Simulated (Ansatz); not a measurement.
TePt under changes of volume

One of the cells (22.276 Å³/atom); the others are scaled copies at fixed shape and fractional positions:

```xyz
4
Lattice="4.2629 0.0000 0.0000 -2.1314 3.6918 0.0000 0.0000 0.0000 5.6618" Properties=species:S:1:pos:R:3 pbc="T T T"
Pt    0.0000    0.0000    0.0000
Pt    0.0000    0.0000    2.8309
Te    0.0000    2.4612    1.4154
Te    2.1314    1.2306    4.2463
```

Measurements of this composition are mostly on another form, of space group No. 166.

* Program: Ansatz 0.2.0
* Functional: LDA
* Potentials or basis: all-electron LAPW, scalar-relativistic
* Cutoff: 239 eV (chosen from the basis error)
* Basis error allowed: 0.002 eV/atom
* k mesh: 7 × 7 × 5
* Occupations: fermi-dirac, width 0.05 eV
* Spin: no spin polarisation

```tsv
volume (Å³/atom)	energy over the lowest point (meV/atom)	pressure (GPa)
20.939	0.00	0.5
21.385	2.77	-2.4
21.830	13.25	-5.0
22.276	30.50	-7.3
22.721	53.70	-9.3
23.167	82.09	-11.1
23.612	?	?
```

Problem. What does the run at 23.612 Å³/atom give?

Solution. Energy over the lowest point 115.07 meV/atom; pressure -12.6 GPa.

Worked out: A Birch-Murnaghan fit of order 3 (a polynomial in V^(-2/3)) to the other rows has its minimum at 21.01 Å³/atom with B0 = V·E''(V) = 146 GPa and B' = 5.2 at fixed shape and positions, which overstates the stiffness. It gives 114.98 meV/atom at 23.612 Å³/atom, against the run's 115.07, and -dE/dV = -12.6 GPa, against -12.6.

Energies are extrapolated to zero smearing.
